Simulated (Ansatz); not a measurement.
# TaN (P-6m2) in Ansatz: single point with HF

Aim: the single point of TaN with HF.

Everything below comes from runs of Ansatz 0.2.0. Logs are shortened: lines on timing, memory, paths and dates and some standing lists are left out, and cuts for length are marked.

### Step 1. Starting point

Symmetry: P-6m2, No. 187, hexagonal system. The conventional cell has a = 2.938 Å, b = 2.938 Å, c = 2.883 Å, α = 90.00°, β = 90.00°, γ = 120.00°. Ta (site symmetry -6m2) has 6 N at 2.23 Å as nearest neighbours. N (site symmetry -6m2) has 6 Ta at 2.23 Å as nearest neighbours.

### Step 2. Single point, HF

input reads:

```
crystal:
  lattice:
    - [2.93800111, 0.0, 0.0]
    - [-1.46900055, 2.5443836, 0.0]
    - [0.0, 0.0, 2.88300221]
  atoms:
    - { symbol: Ta, position: [0.3333333333, 0.6666666667, 0.5] }
    - { symbol: "N", position: [0.0, 0.0, 0.0] }
hamiltonian:
  xc: hf
  pseudopotentials: { kind: paw }
kpoints:
  mp_grid: { grid: [5, 5, 5] }
scf:
  occupations: { method: fermi_dirac, width: 0.05 }
output:
  forces: true
  stress: true
  eigenvalues: true
  write_density: true
  write_potential: true
  elf: true
  volumetric_format: npy
```

Potentials or basis: Ansatz PAW.

The log of the run:

```text
Warning: output.stress: scf.convergence.dr2_threshold = 1e-7 eV (the SCF's general default) is looser than the 2e-10 eV advised for a printed stress (1e-10 eV for each atom of the cell: 2). What an SCF threshold leaves in a stress goes as its square root, and in the free energy as the threshold itself, and one threshold admits the most on a small cell: of the crystals measured, under no hybrid functional and no lock of the moments, on runs that ended without the residual-converged pass, on stresses that held no estimate of that error, the worst erred by over 100 MPa in a component at 1e-7 eV an atom and by under 5 at 1e-10. Set scf.convergence.dr2_threshold to 2e-10 eV or tighter. The threshold is an SCF's pass mark: one that does not reach it within its budget of iterations ends unconverged, or closes short of it on a stop that the run arms, and scf.convergence.dr2_threshold's page says what that costs each kind of run
Warning: output.stress: scf.exx.energy_threshold = 1e-6 eV is looser than the 2e-8 eV advised for a stress under a hybrid functional (1e-8 eV for each atom of the cell: 2). Every SCF of the exchange loop can meet its threshold on dr2 while the loop round them stops early: no threshold on dr2 bounds what that leaves in the stress. Set scf.exx.energy_threshold to 2e-8 eV or tighter. The threshold is the loop's pass mark: a loop that does not reach it within its budget of cycles ends unconverged, and scf.exx.energy_threshold's page has the law
GPUs: using 1 of 1 available (devices: 1).
Engine: ansatz 0.2.0, x86_64-unknown-linux-gnu
Pseudopotentials: kind: paw
Pseudopotential: Ta, paw, valence charge 13, recommended cutoff 420 eV (normal), Ta.paw.azcp
Pseudopotential: N, paw, valence charge 5, recommended cutoff 420 eV (normal), N.paw.azcp
Functional definition: HF
  exchange = exact_x
  correlation = 0
device memory: the entry about to start is reckoned to put 0.4 GiB on a device that reports 62.7 GiB free (of which the cap on the GPU budget leaves the run 18.0 GiB)
GPU FFT provider: cuFFT
GPU libraries: cuBLAS 13.8.2, cuFFT 12.4.0, cuSOLVER 12.3.4
Crystal: 2 atoms, lattice volume = 21.552 Å³
Basis set: ecut = 420 eV, 405 PW (Γ)
Bands: 13, of which v1, the nominal top of the filled ones, is band 9 counted from 1 (8 counted from 0)
Symmetry: 12 space group operations
Space group: P-6m2 (ITA 187), of the structure as read, at distance tolerance 2.8e-5 Å
k-points: 15 of 125 (time reversal used)
Non-local potential: Ta, projectors of the file, l = 0: 3, l = 1: 2, l = 2: 2, l = 3: 1
Non-local potential: N, projectors of the file, l = 0: 2, l = 1: 2, l = 2: 1
PAW form: soft (Blöchl's): semilocal exchange-correlation on the pseudo side does not see the compensation charge
PAW frozen core: Ta, regenerated for the run's functional, and the local potential with it (the file was generated under x = pbe(κ = 0.804, μ = 0.2195149727645171), c = pbe(β = 0.06672455060314922))
PAW frozen core: N, regenerated for the run's functional, and the local potential with it (the file was generated under x = pbe(κ = 0.804, μ = 0.2195149727645171), c = pbe(β = 0.06672455060314922))
PAW one-centre angular grid: Ta, 590 points (default); XC on 64 Gauss nodes
PAW one-centre angular grid: N, 110 points (default); XC on 64 Gauss nodes
Initial density: superposition of atomic densities (neutral atoms: chi_scale 0, normalization atom), corrected by the library's trained network
Initial wavefunctions: pseudopotential atomic-orbital guess
GPU buffer pool allocated for 8000 grid points (all kernels)
GPU transforms: local potential and band sums: pruned to the plane-wave sphere, on 20×20×20
Functional: x = pbe(κ = 0.804, μ = 0.2195149727645171), c = none, warm-up for x = 0 pbe(κ = 0.804, μ = 0.2195149727645171) + 1 exact, c = none
SCF iter   1: F=—  HF=-10191.046227 eV  |F-HF|=—  |Δ(HF+E_count)|=         —  Δρ=3.96e-2  dr2=3.66e-1  ethr=1.77e-3  ⟨swp⟩=4.7  Hψ=756  notcnv=0
preconditioner: auto → none  [metal: Δε(μ)=0.000 eV  Ē_g=11.439 eV  σ=0.050 eV  W_gap=0.00  n_scr=8 (ndim 8)  ℏωp=25.3 eV  f_vac=0.000  D(μ)=0.32/eV (n_scr^D=0)  sad-step TF]
SCF iter   2: F=—  HF=-10190.987855 eV  |F-HF|=—  |Δ(HF+E_count)|=   5.84e-2  Δρ=2.43e-2  dr2=1.52e-1  ethr=1.77e-3  ⟨swp⟩=2.0  Hψ=390  notcnv=0
iter 3 solved again at ethr=2.11e-6 eV; its pass at ethr=8.46e-4 eV (dr2=3.80e-4 eV) is discarded
SCF iter   3: F=—  HF=-10190.951054 eV  |F-HF|=—  |Δ(HF+E_count)|=   3.68e-2  Δρ=2.38e-3  dr2=4.58e-4  ethr=2.11e-6  ⟨swp⟩=3.5  Hψ=952  notcnv=0
SCF iter   4: F=—  HF=-10190.951040 eV  |F-HF|=—  |Δ(HF+E_count)|=   1.37e-5  Δρ=5.53e-4  dr2=5.65e-5  ethr=2.11e-6  ⟨swp⟩=3.1  Hψ=453  notcnv=0
SCF iter   5: F=—  HF=-10190.951020 eV  |F-HF|=—  |Δ(HF+E_count)|=   1.98e-5  Δρ=1.14e-4  dr2=2.68e-6  ethr=3.14e-7  ⟨swp⟩=3.0  Hψ=425  notcnv=0
SCF iter   6: F=—  HF=-10190.951020 eV  |F-HF|=—  |Δ(HF+E_count)|=   2.08e-7  Δρ=1.76e-5  dr2=4.53e-8  ethr=1.49e-8  ⟨swp⟩=3.1  Hψ=463  notcnv=0
SCF iter   7: F=—  HF=-10190.951020 eV  |F-HF|=—  |Δ(HF+E_count)|=   2.52e-9  Δρ=2.34e-6  dr2=1.05e-9  ethr=2.52e-10  ⟨swp⟩=3.0  Hψ=392  notcnv=0
SCF iter   8: F=-10190.951020 eV  HF=-10190.951020 eV  |F-HF|=7.28e-12  |Δ(HF+E_count)|=  9.09e-11  Δρ=2.98e-7  dr2=8.72e-12  ethr=5.84e-12  ⟨swp⟩=3.5  Hψ=473  notcnv=0
SCF 1 converged in 8 iterations: F = -10190.951020 eV  dr2 = 8.72e-12
device memory: the entry about to start is reckoned to put 1.0 GiB on a device that reports 61.7 GiB free (of which the cap on the GPU budget leaves the run 18.0 GiB)
GPU FFT provider: cuFFT
GPU libraries: cuBLAS 13.8.2, cuFFT 12.4.0, cuSOLVER 12.3.4
Initial density: handed on by an earlier stage of this run
[... 69 lines left out ...]
SCF iter   4: F=—  HF=-10184.962282 eV  |F-HF|=—  |Δ(HF+E_count)|=   7.19e-4  Δρ=2.14e-4  dr2=3.66e-5  ethr=1.66e-10  ⟨swp⟩=5.8  Hψ=869  notcnv=0
SCF iter   5: F=—  HF=-10184.962275 eV  |F-HF|=—  |Δ(HF+E_count)|=   6.36e-6  Δρ=2.98e-5  dr2=2.25e-5  ethr=1.66e-10  ⟨swp⟩=4.8  Hψ=678  notcnv=0
SCF iter   6: F=—  HF=-10184.962275 eV  |F-HF|=—  |Δ(HF+E_count)|=   9.65e-8  Δρ=6.02e-6  dr2=2.17e-5  ethr=1.66e-10  ⟨swp⟩=3.6  Hψ=476  notcnv=0
SCF iter   7: F=—  HF=-10184.962339 eV  |F-HF|=—  |Δ(HF+E_count)|=   6.38e-5  Δρ=1.33e-4  dr2=1.32e-5  ethr=1.38e-11  ⟨swp⟩=5.9  Hψ=926  notcnv=0
SCF iter   8: F=—  HF=-10184.962336 eV  |F-HF|=—  |Δ(HF+E_count)|=   2.47e-6  Δρ=7.67e-6  dr2=7.43e-6  ethr=1.38e-11  ⟨swp⟩=5.0  Hψ=770  notcnv=0
Mixer restart at iter 8: flushing history
SCF iter   9: F=—  HF=-10184.962357 eV  |F-HF|=—  |Δ(HF+E_count)|=   2.03e-5  Δρ=8.35e-5  dr2=4.97e-6  ethr=1.38e-11  ⟨swp⟩=5.8  Hψ=847  notcnv=0
SCF iter  10: F=—  HF=-10184.962363 eV  |F-HF|=—  |Δ(HF+E_count)|=   6.39e-6  Δρ=4.65e-5  dr2=1.75e-6  ethr=1.38e-11  ⟨swp⟩=5.1  Hψ=804  notcnv=0
SCF iter  11: F=—  HF=-10184.962366 eV  |F-HF|=—  |Δ(HF+E_count)|=   2.48e-6  Δρ=2.66e-5  dr2=5.69e-7  ethr=1.38e-11  ⟨swp⟩=5.0  Hψ=761  notcnv=0
SCF iter  12: F=—  HF=-10184.962367 eV  |F-HF|=—  |Δ(HF+E_count)|=   1.17e-6  Δρ=3.97e-6  dr2=1.38e-8  ethr=1.38e-11  ⟨swp⟩=5.1  Hψ=787  notcnv=0
SCF iter  13: F=-10184.962367 eV  HF=-10184.962367 eV  |F-HF|=1.76e-10  |Δ(HF+E_count)|=   3.44e-8  Δρ=1.17e-6  dr2=1.10e-9  ethr=9.51e-12  ⟨swp⟩=4.5  Hψ=580  notcnv=0
SCF 6 converged in 13 iterations: F = -10184.962367 eV  dr2 = 1.10e-9
  Residual-converged pass: ⟨swp⟩=2.0  Hψ=308  notcnv=0  max |occ|·‖R‖ = 2.4e-6 eV (tolerance 2.4e-6 eV)  dr2=1.10e-9  dr2_onsite=6.99e-12  max |Δocc| = 3.6e-14
hybrid outer 5: dexx = +4.565e-4 eV, tail = 2.96e-5 eV, Δε = 2.93e-2 eV (about 1.17e-2 eV left of the loop's levels)
GPU FFT provider: cuFFT
GPU libraries: cuBLAS 13.8.2, cuFFT 12.4.0, cuSOLVER 12.3.4
GPU buffer pool allocated for 8000 grid points (all kernels)
GPU transforms: local potential and band sums: pruned to the plane-wave sphere, on 20×20×20
Exchange kernel: α = 1.0000, full range, Wigner–Seitz truncation, v(0) = 6667.1238 eV·Å³, q-mesh 5×5×5, nearest image of the exchange supercell L = 14.42 Å, pair-density grid 18×18×18, without the augmentation charges, whose exchange is taken in its separable form by FFT convolution over the k-point mesh (sized by the pseudopotential files, 18×18×20 at the most), smooth part of the exact exchange by density-matrix convolution in up to 840.8 MiB of GPU memory as planned if the GPU has room (build and FFT work areas not counted)
Frozen-core exchange: fock
SCF iter   1: F=—  HF=-10184.962357 eV  |F-HF|=—  |Δ(HF+E_count)|=         —  Δρ=1.63e-5  dr2=1.17e-7  ethr=4.71e-8  ⟨swp⟩=3.3  Hψ=458  notcnv=0
preconditioner: auto → none  [metal: Δε(μ)=0.000 eV  Ē_g=18.353 eV  σ=0.050 eV  W_gap=0.00  n_scr=8 (ndim 8)  ℏωp=22.6 eV  f_vac=0.000  D(μ)=0.32/eV (n_scr^D=0)]
SCF iter   2: F=—  HF=-10184.962357 eV  |F-HF|=—  |Δ(HF+E_count)|=   1.91e-7  Δρ=1.34e-5  dr2=5.04e-8  ethr=1.56e-10  ⟨swp⟩=3.7  Hψ=481  notcnv=0
SCF iter   3: F=-10184.962357 eV  HF=-10184.962357 eV  |F-HF|=1.47e-9  |Δ(HF+E_count)|=   4.95e-8  Δρ=3.47e-6  dr2=2.73e-9  ethr=1.42e-10  ⟨swp⟩=3.7  Hψ=487  notcnv=0
SCF 7 converged in 3 iterations: F = -10184.962357 eV  dr2 = 2.73e-9
  Residual-converged pass: ⟨swp⟩=3.0  Hψ=382  notcnv=0  max |occ|·‖R‖ = 2.3e-6 eV (tolerance 2.4e-6 eV)  dr2=2.75e-9  dr2_onsite=6.09e-11  max |Δocc| = 3.6e-14
hybrid outer 6: dexx = +6.726e-7 eV, tail = 1.65e-8 eV, Δε = 8.67e-4 eV (about 1.24e-4 eV left of the loop's levels), ΔF = 3.70e-17 eV/Å (tail 2.72e-17)
hybrid SCF converged: 6 outer / 35 inner (+8 warm-up), last move |dexx| = 6.73e-7 eV, tail = 1.65e-8 eV
Stability not checked: this state was not tested for a lower state beside it, because the functional holds exact exchange (a hybrid, or Hartree-Fock), whose exchange loop this test does not read (fock_operator; see scf.lower_state_search)
Free energy (F): -10184.962357 eV
Frozen-core exchange: fock
Harris-Foulkes:  -10184.962357 eV  (|F-HF|=1.47e-9)
Internal energy: -10184.960139 eV  (E = F + TS)
E sigma→0 (E₀):  -10184.961248 eV
Entropy (-TS):   -0.002218 eV (-1.109 meV/atom)
Fermi energy:    23.134138 eV
--- Per-component energies (eV) ---
  E_band       = -186.684635
  E_kinetic    = 494.307293
  E_local      = -579.481477  (includes V_loc(G=0)·N_el)
  E_nonlocal   = 61.381759
  E_hartree    = 192.907982
  E_xc         = 0.000000
  E_vxc        = 0.000000  (∫ρ·V_xc dr)
  E_exx        = -229.585536  (= α·E_x^exact, valence–valence)
  E_paw        = -8438.133338  (= ΣΔE_a)
  E_vpaw       = -89.537390  (= ΣTr[D̂ρ^β])
  E_aug_tail   = 0.000222  (compensation charges beyond the density's cutoff)
  E_ewald      = -1674.022290
  E_core_change = -12.334753  (= ΣΔE_core)
  E_smearing   = -0.002218  (= −TS)
  E_closure    = -0.000000  (closes the sum)
  Σ components = -10184.962357   (vs F -10184.962357, Δ=0.00e0)
--- Forces (eV/Å), atoms counted from 1 ---
  atom   1  Ta    -0.00000000     0.00000000     0.00000000
  atom   2  N     -0.00000000     0.00000000     0.00000000
  max |Σ_I F_I| component: 1.67e-16 eV/Å
--- Stress (GPa, compression-positive) ---
        4.098882       0.000000       0.000000
       -0.000000       4.098882       0.000000
        0.000000       0.000000       7.752849
  P = ⅓ Tr σ = 5.3169 GPa (53.169 kbar)
--- Band table (eV; the first three rows and the last of 15) ---
  k-point 0: bands = ["-63.6155", "-24.2797", "-23.9409", "-23.9409", "-6.7176", "12.2261", "12.2261", "13.2538", "14.1195", "27.8529", "29.6418", "29.6418", "30.9140"]
  k-point 1: bands = ["-63.5884", "-24.8149", "-23.9025", "-23.9025", "-5.6550", "9.5820", "12.6300", "12.6300", "18.2553", "26.4052", "26.4052", "29.1464", "31.8743"]
  k-point 2: bands = ["-63.5433", "-25.6092", "-23.8390", "-23.8390", "-3.6079", "5.9322", "13.2932", "13.2932", "23.1342", "23.1342", "25.1695", "30.0886", "30.0886"]
  k-point 14: bands = ["-63.4040", "-25.1758", "-25.1247", "-24.4976", "-4.0446", "7.9947", "9.2673", "11.9567", "17.8367", "30.5306", "31.3339", "32.9362", "34.7865"]
```

Run time: 56 s. Hardware: 1 × NVIDIA H100 80GB HBM3 with 2 threads of AMD EPYC 7R13 (Zen 3), shared host; peak memory 1.6 GiB.

Results:

```
Free energy            : -10184.9624 eV
Pressure               : 5.3 GPa
Band gap on the k mesh : none (metal or under the smearing width)
```

Caveat: the k mesh is coarse (spacing up to 0.49 Å⁻¹), so the values aren't converged, least of all with exact exchange; the PAW data sets come from PBE, with cores solved anew for the run's functional, which leaves a small shift of forces and pressure; the thresholds are loose for stress.
